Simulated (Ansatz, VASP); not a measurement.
Na: VASP beside Ansatz

```
Na
1.0
     3.41753    0.00000    0.00000
     0.00000    3.41753    0.00000
     0.00000    0.00000    3.41753
Na
1
Direct
  0.50000 0.50000 0.50000
```

Alike in both runs: task relaxation of cell and atoms; functional PBE; k mesh 16 × 16 × 16; occupations gaussian, width 0.1 eV; no spin polarisation.

```csv
,VASP,Ansatz
version,VASP 6.6.1,Ansatz 0.2.0
potentials or method,"VASP PAW PBE potentials, release 64 (Na_pv)","scalar-relativistic, plane waves, PAW"
plane-wave cutoff (eV),600,420
valence electrons in the cell,7,9
```

```tsv
	VASP	Ansatz	Ansatz less VASP
gap on the k mesh at the Fermi level, each at its own relaxed structure (eV)	none	none	-
relaxed volume (Å³/atom)	39.91	39.91	0.000
relaxed cell length with the largest relative difference (Å)	3.418	3.418	0.0000
```

A gap of «none» marks a metal or a gap that the smearing closes. The two sets of potentials don't hold the same shells in valence.

Caveats: the relaxation stopped at its first step, so nothing moved.
